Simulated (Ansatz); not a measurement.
The system is Ni.

```
CELL_PARAMETERS angstrom
-1.38372 1.38372 1.38372
1.38372 -1.38372 1.38372
1.38372 1.38372 -1.38372
ATOMIC_POSITIONS crystal
Ni 0.00000 0.00000 0.00000
```

This isn't the form of Ni at room conditions, which is fcc.

```yaml
Program: Ansatz 0.2.0
Task: relaxation of cell and atoms
Functional: HSE03
Potentials_or_basis: Ansatz PAW
Cutoff: "420 eV (not typed: the program's choice for these potentials)"
k_mesh: 7 × 7 × 7
Occupations: fermi-dirac, width 0.05 eV
Spin: collinear spin, ferromagnetic start
Starting_moments: "[1.0] μB"
```

At the start: volume 10.60 Å³/atom.

Where does the relaxation end?

It ends after 7 steps and the volume is 10.95 Å³/atom (+3.4 %); space group Im-3m (No. 229, to 0.05 Å); moment 0.86 μB per cell.

The path:
| step | energy change (eV) | largest force (eV/Å) | volume (Å³) |
| --- | --- | --- | --- |
| 1 | 0.0000 | 0.0000 | 10.60 |
| 2 | -0.0047 | 0.0000 | 10.76 |
| 3 | -0.0063 | 0.0000 | 10.95 |
| 4 | -0.0063 | 0.0000 | 10.96 |
| 5 | -0.0073 | 0.0000 | 10.96 |
| 6 | -0.0074 | 0.0000 | 10.95 |
| 7 | -0.0074 | 0.0000 | 10.95 |

Final structure:
```xyz
1
Lattice="-1.3991 1.3991 1.3991 1.3991 -1.3991 1.3991 1.3991 1.3991 -1.3991" Properties=species:S:1:pos:R:3 pbc="T T T"
Ni    0.0000    0.0000    0.0000
```

Caveat: the k mesh is coarse (spacing up to 0.46 Å⁻¹), so the values aren't converged, least of all with exact exchange; the magnetic or orbital state may not be the lowest; the plane-wave basis is chosen anew once the cell has moved, so the energies of steps on either side of that aren't comparable; the pressure holds a Pulay correction of +0.5 GPa for the finite cutoff; the PAW data sets come from PBE, with cores solved anew for the run's functional, which leaves a small shift of forces and pressure.
